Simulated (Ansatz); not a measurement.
# GaSb: the cost of one run

Program: Ansatz 0.2.0. PAW datasets, plane waves, zero pressure. The cell comes from a prototype generator: it can be a known phase or a hypothetical one. Spin polarisation is off.

### Step 1. Starting point

This is the cell as the run starts from it, not yet at rest; its lengths are not the crystal's.

It is hexagonal, P6_3/mmc (No. 194); a = 3.905 Å, c = 6.365 Å in the conventional setting, 21.02 Å³ an atom. Around Ga lie 6 Sb at 2.76 Å; around Sb lie 6 Ga at 2.76 Å.

Coordinates:

```
Ga Sb
1.0
     3.90512    0.00000    0.00000
    -1.95256    3.38193    0.00000
     0.00000    0.00000    6.36534
Ga Sb
2 2
Direct
  0.00000 0.00000 0.00000
  0.00000 0.00000 0.50000
  0.33333 0.66667 0.25000
  0.66667 0.33333 0.75000
```

### Step 2. Relaxing with PBE

input.yaml reads:

```yaml
crystal:
  lattice:
    - [3.90511908, 0.0, 0.0]
    - [-1.95255954, 3.3819323281, 0.0]
    - [0.0, 0.0, 6.3653441004]
  atoms:
    - { symbol: Ga, position: [0.0, 0.0, 0.0] }
    - { symbol: Ga, position: [0.0, 0.0, 0.5] }
    - { symbol: Sb, position: [0.3333333333, 0.6666666667, 0.25] }
    - { symbol: Sb, position: [0.6666666667, 0.3333333333, 0.75] }
kpoints:
  mp_grid: { grid: [12, 12, 4] }
hamiltonian:
  xc: pbe
scf:
  occupations: { method: fermi_dirac, width: 0.02 }
relax:
  f_tol: 0.005
  cell: {}
```

Run with:

```bash
$ ansatz run input.yaml --threads 2 --pin off --max-ram 2211MiB --backend cpu --events-out ev --progress --plain --runs-dir out
```

**Question.** How long does this run take on 2 threads of Arm Neoverse V2, shared host, and how much memory does it need?

About 50 s, with a peak of 0.47 GiB.
